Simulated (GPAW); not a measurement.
## BAs (honeycomb bilayer): G0W0 on several meshes in GPAW

Wanted: mesh dependence and cost of G0W0 for BAs (honeycomb bilayer).

Program: GPAW 26.7.0. Level of theory: LDA and many-body steps on it, plane waves. Results are calculated unless marked as measured.

## 1. Starting point

The cell holds 4 atoms: 2 B and 2 As. Its edges and angles: a = 3.345 Å, b = 3.345 Å, c = 14.600 Å, α = 90.0°, β = 90.0°, γ = 120.0°. It derives from BAs. Vacuum lies along c.

Structure file:

```cif
data_structure
_symmetry_space_group_name_H-M 'P 1'
_symmetry_Int_Tables_number 1
_cell_length_a 3.3453
_cell_length_b 3.3453
_cell_length_c 14.6000
_cell_angle_alpha 90.000
_cell_angle_beta 90.000
_cell_angle_gamma 120.000
_cell_volume 141.50
loop_
_atom_site_label
_atom_site_type_symbol
_atom_site_fract_x
_atom_site_fract_y
_atom_site_fract_z
_atom_site_occupancy
B1 B 0.33333 0.66667 0.35369 1
As2 As 0.66667 0.33333 0.35422 1
B3 B 0.33333 0.66667 0.64631 1
As4 As 0.66667 0.33333 0.64578 1
```

The structure was relaxed with LDA. The runs that relaxed it are not among those shown.

## 2. Empty states on the mesh, 12×12×1 mesh, 239 bands

This step: GPAW 26.7.0; DFT, LDA, plane waves, PAW.

The sums over transitions need many empty states on a uniform mesh; this step solves for them.

The input, run.py:

```python
import json
import numpy as np
from gpaw.mpi import world
from gpaw import GPAW

calc = GPAW('gs.gpw').fixed_density(kpts={'size': (12, 12, 1), 'gamma': True},
    nbands=278,
    convergence={'bands': 239},
    update_fermi_level=True,
    txt='nscf.txt')
calc.write('full.gpw', mode='all')
res = {}
kpts = calc.get_ibz_k_points()
res['kpts'] = kpts
res['eigenvalues'] = [calc.get_eigenvalues(kpt=k) for k in range(len(kpts))]
res['n_electrons'] = calc.get_number_of_electrons()

if world.rank == 0:
    with open('result.json', 'w') as f:
        json.dump(res, f, default=lambda x: x.tolist())
```

Started as:

```console
> mpirun -n 8 gpaw python run.py
```

Numbers of over 12 decimals in the logs are rounded to 6 here.

The log of the run:

```text
Diagonalizing LCAO Hamiltonian
Converting LCAO to pw mode
convergence criteria:
- Maximum integral of absolute [eigenst]ate change: 4e-08 eV^2 / valence electron
maximum number of iterations: 100

SCF iterations
|iter     |     time |      energy | eigst |  dens |
|iter:   1|  |             | +4.81 |       |
|iter:   2|  |             | +3.63 |       |
|iter:   3|  |             | +2.54 |       |
[...]
|iter:  15|  |             | -6.85 |       |
|iter:  16|  |             | -7.12 |       |
|iter:  17|  |             | -7.45c|       |
SCF steps: 17
  __  _  _
 | _ |_)|_||  |
 |__||  | ||/\| - 26.7.0

Input parameters:
  mode=PW(ecut=600.0),
  convergence={'bands': 239},
  gpts=array([20, 20, 84]),
  kpts=MonkhorstPack(size=(12, 12, 1), gamma=True),
  maxiter=100,
  nbands=278,
  occupations=Occupations(name='fermi-dirac', width=0.001, fixmagmom=False),
  parallel={},
  xc=XC(name='LDA')
# Writing to full.gpw (mode='all')
  [... matrices ...]

timing:  # [seconds]
  Total: 0.536  # ━━━━━━━━━━━━━━━━━━━━━━━━━━━━━━━━━━━━━━━━━━━━━━━━━━━━━━━━━━━
```

Elapsed: 3.4 min, on 8 MPI ranks of Arm Neoverse V1, shared host; peak memory 2 GiB.

Numbers from this step:

* gap: 0.1721 eV
* k of the valence top: 0.3333, 0.3333, 0
* k of the conduction bottom: 0.3333, 0.3333, 0
* least direct gap: 0.1721 eV
* k points computed: 19
* lowest point of the top converged band, above the valence top: 75.6663 eV

On this mesh the gap is 0.172 eV.

## 3. 12×12×1

Now the one-shot GW correction: screening in the RPA, then the self-energy of the levels asked for.

This step: G0W0 on LDA, plane waves, PAW.

The input, run.py:

```python
import json
import numpy as np
from gpaw.mpi import world
from gpaw.response.g0w0 import G0W0

gw = G0W0('full.gpw',
    filename='gw',
    kpts=[0, 9],
    bands=(6, 10),
    ecut=48,
    nbands=106,
    truncation='2D',
    integrate_gamma='sphere',
    q0_correction=True,
    frequencies={'type': 'nonlinear', 'domega0': 0.15, 'omega2': 15.0},
    eta=0.1,
    nblocksmax=True)
gw.calculate()
res = {mode: {k: v for k, v in r.items() if k != 'sigma_eskwn'}
       for mode, r in gw.all_results.items()}

if world.rank == 0:
    with open('result.json', 'w') as f:
        json.dump(res, f, default=lambda x: x.tolist())
```

Started as:

```console
> mpirun -n 8 gpaw python run.py
```

The log of the run:

```text
Using integrator: PointIntegrator
NonLinearFrequencyDescriptor(from 0.000 to 59.417 eV, 151 points)
Nonperiodic BCs:  [False False  True]
Using integrator: PointIntegrator
NonLinearFrequencyDescriptor(from 0.000 to 59.417 eV, 151 points)
Nonperiodic BCs:  [False False  True]
Applying analytical 2D correction to W:
    Evaluating Gamma point contribution to W on a 15x15x1 grid
  ___  _ _ _
 |   || | | |
 | | || | | |
 |__ ||_____|
 |___|

BZ k-points: Symmetries present (total): 12

  [... matrices ...]
144 k-points: 12 x 12 x 1 Monkhorst-Pack grid + [1/24,1/24,0.000000]
19 k-points in the irreducible part of the Brillouin zone
       k-points in crystal coordinates                weights
   0:    -0.00000000   -0.00000000    0.00000000          1/144
   1:     0.08333333   -0.00000000    0.00000000          6/144
   2:     0.16666667   -0.08333333    0.00000000          6/144
   3:     0.16666667   -0.00000000    0.00000000          6/144
   4:     0.25000000   -0.08333333    0.00000000         12/144
   5:     0.25000000   -0.00000000    0.00000000          6/144
   6:     0.33333333   -0.16666667    0.00000000          6/144
   7:     0.33333333   -0.08333333    0.00000000         12/144
   8:     0.33333333   -0.00000000    0.00000000          6/144
   9:     0.33333333    0.33333333    0.00000000          2/144
          ...
  18:     0.50000000    0.50000000    0.00000000          3/144

Distributing spins, k-points and bands (1 x 2 x 4) over 1 process
Number of blocks: 8

Quasi particle states:
k-points (IBZ indices): [0, 9]
Band range: (6, 10)
  [... matrices ...]
Computational parameters:
Plane wave cut-off: 48 eV
Number of bands: 106
Coulomb cutoff: 2D
Broadening: 0.1 eV

fxc modes: GW
Kernel: RPA
Using full-frequency real axis integration
Summing all q:

Calculating screened Coulomb potential
2D Coulomb truncation
NonLinearFrequencyDescriptor(from 0.000 to 59.417 eV, 151 points)
Removing empty qpoint cache files...

Calculating chi0 body with:
    Ground state adapter containing:
    Number of spins: 1
    Number of kpoints: 144
    Number of irreducible kpoints: 19
    Number of completely occupied states: 8
    Number of partially occupied states: 8
    Occupied states memory: 4.1015625 M / cpu

    Linear response parametrization:
    q_c: [-2.0816681711721685e-17, -2.0816681711721685e-17, 0.0]
    Number of frequency points: 151
    Planewave cutoff: 48.0
    Number of bands: 106
    Number of planewaves: 95
    Broadening (eta): 0.1
    comm.size: 8
    kncomm.size: 1
    blockcomm.size: 8

    Memory estimate of potentially large arrays:
        chi0_wGG: 2.599287 M / cpu
Integrating chi0 body.

Symmetries of q_c:
    Direct symmetries (Uq -> q): 12
    Indirect symmetries (TUq -> q): 12
In total 24 allowed symmetries.

  [... matrices ...]
19 groups of equivalent kpoints. 86.805556% reduction.

Integral kind: spectral function
Integrating chi0 head and wings.

Symmetries of q_c:
    Direct symmetries (Uq -> q): 12
    Indirect symmetries (TUq -> q): 12
In total 24 allowed symmetries.

  [... matrices ...]
19 groups of equivalent kpoints. 86.805556% reduction.

Integral kind: spectral function wings

Calculating chi0 body with:
    Ground state adapter containing:
    Number of spins: 1
    Number of kpoints: 144
    Number of irreducible kpoints: 19
    Number of completely occupied states: 8
    Number of partially occupied states: 8
[... the further q-points ...]

Results:
f:      Occupation numbers
eps:     KS-eigenvalues [eV]
vxc:     KS vxc [eV]
exx:     Exact exchange [eV]
sigma:   Self-energies [eV]
dsigma:  Self-energy derivatives
Z:       Renormalization factors
qp:      QP-energies [eV]

k-point 0 (0): (-0.000, -0.000, 0.000)                GW
band       f     eps     vxc     exx   sigma  dsigma       Z      qp
                                                                   GW
   6   1.000  -1.834 -15.686 -17.676   2.116  -0.435   0.697  -1.746
   7   1.000  -1.834 -15.686 -17.676   2.116  -0.435   0.697  -1.746
   8   0.000   3.079  -5.387  -2.311  -2.796  -0.374   0.728   3.282
   9   0.000   3.861 -16.269 -10.444  -4.031  -0.535   0.651   5.030

k-point 1 (9): (0.333, 0.333, 0.000)                GW
band       f     eps     vxc     exx   sigma  dsigma       Z      qp
                                                                   GW
   6   1.000  -0.636 -12.742 -13.176   0.544  -0.449   0.690  -0.560
   7   1.000  -0.008 -13.503 -13.586   0.321  -0.428   0.700   0.159
   8   0.000   0.164 -11.064  -7.940  -2.272  -0.476   0.678   0.742
   9   0.000   0.642 -11.583  -8.227  -2.414  -0.498   0.668   1.270
```

Elapsed: 6.1 min, on 8 MPI ranks; peak memory 3.8 GiB; 41 min of CPU time.

Numbers from this step:

| Property | Result |
| --- | --- |
| G0W0 gap on the points computed | 0.5838 eV |
| least direct G0W0 gap on the computed points | 0.5838 eV |
| Z at the valence top | 0.7004 |
| Z at the conduction bottom | 0.6776 |
| starting gap on the mesh | 0.1721 eV |
| k of the valence top | 0.3333, 0.3333, 0 |
| k of the conduction bottom | 0.3333, 0.3333, 0 |

The gap on the mesh goes from 0.17 eV to 0.58 eV, a correction of +0.41 eV.

## 4. Empty states on the mesh, 9×9×1 mesh, 116 bands

This step: DFT, LDA, plane waves, PAW.

The input, run.py:

```python
import json
import numpy as np
from gpaw.mpi import world
from gpaw import GPAW

calc = GPAW('gs.gpw').fixed_density(kpts={'size': (9, 9, 1), 'gamma': True},
    nbands=135,
    convergence={'bands': 116},
    update_fermi_level=True,
    txt='nscf.txt')
calc.write('full.gpw', mode='all')
res = {}
kpts = calc.get_ibz_k_points()
res['kpts'] = kpts
res['eigenvalues'] = [calc.get_eigenvalues(kpt=k) for k in range(len(kpts))]
res['n_electrons'] = calc.get_number_of_electrons()

if world.rank == 0:
    with open('result.json', 'w') as f:
        json.dump(res, f, default=lambda x: x.tolist())
```

Started as:

```console
> mpirun -n 8 gpaw python run.py
```

The log of the run:

```text
Diagonalizing LCAO Hamiltonian
Converting LCAO to pw mode
convergence criteria:
- Maximum integral of absolute [eigenst]ate change: 4e-08 eV^2 / valence electron
maximum number of iterations: 100

SCF iterations
|iter     |     time |      energy | eigst |  dens |
|iter:   1|  |             | +4.39 |       |
|iter:   2|  |             | +3.14 |       |
|iter:   3|  |             | +2.02 |       |
[...]
|iter:  13|  |             | -6.73 |       |
|iter:  14|  |             | -7.30 |       |
|iter:  15|  |             | -7.63c|       |
SCF steps: 15
  __  _  _
 | _ |_)|_||  |
 |__||  | ||/\| - 26.7.0

Input parameters:
  mode=PW(ecut=600.0),
  convergence={'bands': 116},
  gpts=array([20, 20, 84]),
  kpts=MonkhorstPack(size=(9, 9, 1), gamma=True),
  maxiter=100,
  nbands=135,
  occupations=Occupations(name='fermi-dirac', width=0.001, fixmagmom=False),
  parallel={},
  xc=XC(name='LDA')
# Writing to full.gpw (mode='all')
  [... matrices ...]

timing:  # [seconds]
  Total: 1.763  # ━━━━━━━━━━━━━━━━━━━━━━━━━━━━━━━━━━━━━━━━━━━━━━━━━━━━━━━━━━━
```

The job ended after 84 s (8 MPI ranks; peak memory 1.6 GiB; 7 min of CPU time).

This step gave:

```
gap                                                           : 0.1721 eV
k of the valence top                                          : 0.3333, 0.3333, 0
k of the conduction bottom                                    : 0.3333, 0.3333, 0
least direct gap                                              : 0.1721 eV
k points computed                                             : 12
lowest point of the top converged band, above the valence top : 45.00 eV
```

On this mesh the gap is 0.172 eV.

## 5. 9×9×1

This step: G0W0 on LDA, plane waves, PAW.

The input, run.py:

```python
import json
import numpy as np
from gpaw.mpi import world
from gpaw.response.g0w0 import G0W0

gw = G0W0('full.gpw',
    filename='gw',
    kpts=[0, 6],
    bands=(6, 10),
    ecut=48,
    nbands=106,
    truncation='2D',
    integrate_gamma='sphere',
    q0_correction=True,
    frequencies={'type': 'nonlinear', 'domega0': 0.15, 'omega2': 15.0},
    eta=0.1,
    nblocksmax=True)
gw.calculate()
res = {mode: {k: v for k, v in r.items() if k != 'sigma_eskwn'}
       for mode, r in gw.all_results.items()}

if world.rank == 0:
    with open('result.json', 'w') as f:
        json.dump(res, f, default=lambda x: x.tolist())
```

Started as:

```console
> mpirun -n 8 gpaw python run.py
```

The log of the run:

```text
Using integrator: PointIntegrator
NonLinearFrequencyDescriptor(from 0.000 to 59.417 eV, 151 points)
Nonperiodic BCs:  [False False  True]
Using integrator: PointIntegrator
NonLinearFrequencyDescriptor(from 0.000 to 59.417 eV, 151 points)
Nonperiodic BCs:  [False False  True]
Applying analytical 2D correction to W:
    Evaluating Gamma point contribution to W on a 19x19x1 grid
  ___  _ _ _
 |   || | | |
 | | || | | |
 |__ ||_____|
 |___|

BZ k-points: Symmetries present (total): 12

  [... matrices ...]
81 k-points: 9 x 9 x 1 Monkhorst-Pack grid
12 k-points in the irreducible part of the Brillouin zone
       k-points in crystal coordinates                weights
   0:     0.00000000    0.00000000    0.00000000          1/81
   1:     0.11111111    0.00000000    0.00000000          6/81
   2:     0.22222222   -0.11111111    0.00000000          6/81
[...]
9:     0.44444444    0.00000000    0.00000000          6/81
          ...
  11:     0.44444444    0.44444444    0.00000000          6/81

Distributing spins, k-points and bands (1 x 2 x 4) over 1 process
Number of blocks: 8

Quasi particle states:
k-points (IBZ indices): [0, 6]
Band range: (6, 10)
  [... matrices ...]
Computational parameters:
Plane wave cut-off: 48 eV
Number of bands: 106
Coulomb cutoff: 2D
Broadening: 0.1 eV

fxc modes: GW
Kernel: RPA
Using full-frequency real axis integration
Summing all q:

Calculating screened Coulomb potential
2D Coulomb truncation
NonLinearFrequencyDescriptor(from 0.000 to 59.417 eV, 151 points)
Removing empty qpoint cache files...

Calculating chi0 body with:
    Ground state adapter containing:
    Number of spins: 1
    Number of kpoints: 81
    Number of irreducible kpoints: 12
    Number of completely occupied states: 8
[...]
q_c: [0.0, 0.0, 0.0]
    Number of frequency points: 151
    Planewave cutoff: 48.0
    Number of bands: 106
    Number of planewaves: 95
    Broadening (eta): 0.1
    comm.size: 8
    kncomm.size: 1
    blockcomm.size: 8

    Memory estimate of potentially large arrays:
        chi0_wGG: 2.599287 M / cpu
Integrating chi0 body.

Symmetries of q_c:
    Direct symmetries (Uq -> q): 12
    Indirect symmetries (TUq -> q): 12
In total 24 allowed symmetries.

  [... matrices ...]
12 groups of equivalent kpoints. 85.185185% reduction.

Integral kind: spectral function
Integrating chi0 head and wings.

Symmetries of q_c:
    Direct symmetries (Uq -> q): 12
    Indirect symmetries (TUq -> q): 12
In total 24 allowed symmetries.

  [... matrices ...]
12 groups of equivalent kpoints. 85.185185% reduction.

Integral kind: spectral function wings

Calculating chi0 body with:
    Ground state adapter containing:
    Number of spins: 1
    Number of kpoints: 81
    Number of irreducible kpoints: 12
    Number of completely occupied states: 8
    Number of partially occupied states: 8
    Occupied states memory: 4.1015625 M / cpu

[... the further q-points ...]

Results:
f:      Occupation numbers
eps:     KS-eigenvalues [eV]
vxc:     KS vxc [eV]
exx:     Exact exchange [eV]
sigma:   Self-energies [eV]
dsigma:  Self-energy derivatives
Z:       Renormalization factors
qp:      QP-energies [eV]

k-point 0 (0): (0.000, 0.000, 0.000)                GW
band       f     eps     vxc     exx   sigma  dsigma       Z      qp
                                                                   GW
   6   1.000  -1.834 -15.686 -17.679   2.143  -0.464   0.683  -1.732
   7   1.000  -1.834 -15.686 -17.679   2.143  -0.464   0.683  -1.732
   8   0.000   3.079  -5.387  -2.311  -2.832  -0.406   0.711   3.252
[...]
k-point 1 (6): (0.333, 0.333, 0.000)                GW
band       f     eps     vxc     exx   sigma  dsigma       Z      qp
                                                                   GW
[...]
8   0.000   0.164 -11.064  -7.868  -2.365  -0.509   0.663   0.716
   9   0.000   0.642 -11.583  -8.143  -2.515  -0.526   0.655   1.248
```

The job ended after 2.4 min (8 MPI ranks; peak memory 2.9 GiB; 15 min of CPU time).

Numbers from this step:

* G0W0 gap on the points computed: 0.5468 eV
* least direct G0W0 gap on the computed points: 0.5468 eV
* Z at the valence top: 0.6839
* Z at the conduction bottom: 0.6626
* starting gap on the mesh: 0.1721 eV
* k of the valence top: 0.3333, 0.3333, 0
* k of the conduction bottom: 0.3333, 0.3333, 0

Against G0W0 in GPAW (12×12×1 mesh, 106 bands, screening to 48 eV, full frequency, Hilbert transform), the gap moves by −0.037 eV.

## 6. Side by side

Times are wall times on 8 MPI ranks of Arm Neoverse V1, shared host, good to a factor of about two.

```
    run     mesh  bands  screening cutoff (eV)  DFT gap (eV)  gap on the mesh (eV)  direct (eV)     time
12×12×1  12×12×1    106                     48         0.172                 0.584        0.584  6.1 min
  9×9×1    9×9×1    106                     48         0.172                 0.547        0.547  2.4 min
```

## 7. What came out

| Item | Value |
| --- | --- |
| 12×12×1 | 0.584 eV |
| 9×9×1 | 0.547 eV |
| known limits | not at the basis limit; no spin-orbit coupling |

**Reading.** 9×9×1: −0.037 eV against 12×12×1. Bands and cutoff are finite, so the gap is not at the basis limit. The miss can reach some tenths of an eV and take either sign; the mesh is an error of its own. These stock PAW sets were not made for GW; the filled d or f shell of As lies in the frozen core, which bears on start and correction. In the G0W0 runs levels were corrected at 2 k points alone, so a gap called «on the mesh» is the least over those, and an edge elsewhere would be missed. The many-body steps are scalar-relativistic: spin-orbit coupling is not in them.

[Paths, hosts, dates, memory and timing lines, banners, echoed tables and standing remarks are left out of the program output.]

[Logs are printed without paths, hosts, clocks, repeated set-up lines and the standing remarks that a program may print on its own settings, such as how far it seeks lower states.]

[Runs of the session that timed out or met a known fault of the program may be left out.]

[Hosts, paths, dates, database ids (printed as entryN), source tags and the programs' standing remarks are cut or masked in the printed files.]
